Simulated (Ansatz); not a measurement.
The system is PbS.

```
CELL_PARAMETERS angstrom
3.65366 0.00000 0.00000
0.00000 3.65366 0.00000
0.00000 0.00000 3.65366
ATOMIC_POSITIONS crystal
Pb 0.00000 0.00000 0.00000
S 0.50000 0.50000 0.50000
```

Measurements of this composition are mostly on another form, of space group No. 225.

Base run:

* Program: Ansatz 0.2.0
* Functional: r2SCAN
* Potentials or basis: Ansatz PAW
* Cutoff: 500 eV (not typed: the program's choice for these potentials)
* k mesh: 7 × 7 × 7
* Occupations: fermi-dirac, width 0.05 eV
* Spin: spin-orbit coupling, no magnetisation

Its results: pressure -1.2 GPa.

Question: The run is repeated on the same cell with these changes: spin from spin-orbit coupling, no magnetisation to no spin polarisation; potential files from those of the base run to others of the same set. What comes out?

Answer: Pressure -0.7 GPa.

Caveats: the PAW data sets come from PBE, with cores solved anew for the run's functional, which leaves a small shift of forces and pressure.
